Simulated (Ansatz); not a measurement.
## HgTe in Ansatz: the effect of functional

Crystal: HgTe.

```
Hg Te
1.0
     0.00000    3.11508    3.11508
     3.11508    0.00000    3.11508
     3.11508    3.11508    0.00000
Hg Te
1 1
Direct
  0.00000 0.00000 0.00000
  0.50000 0.50000 0.50000
```

Measurements of this composition are mostly on another form, of space group No. 216.

The cell isn't the ideal one: volume scaled by 0.94.

Alike in all runs:

* Program: Ansatz 0.2.0
* Task: single point
* Potentials or basis: Ansatz PAW
* k mesh: 7 × 7 × 7
* Occupations: fermi-dirac, width 0.05 eV
* Spin: no spin polarisation

```tsv
functional	cutoff	pressure (GPa)
LDA	420 eV (not typed: the program's choice for these potentials)	-6.5
PBE	420 eV (not typed: the program's choice for these potentials)	-1.9
PBEsol	420 eV (not typed: the program's choice for these potentials)	?
r2SCAN	500 eV (not typed: the program's choice for these potentials)	-3.1
```

Question: What does the run with functional PBEsol give?

Answer: Pressure -4.9 GPa.

Caveats: the PAW data sets come from PBE, with cores solved anew for the run's functional, which leaves a small shift of forces and pressure (some runs).
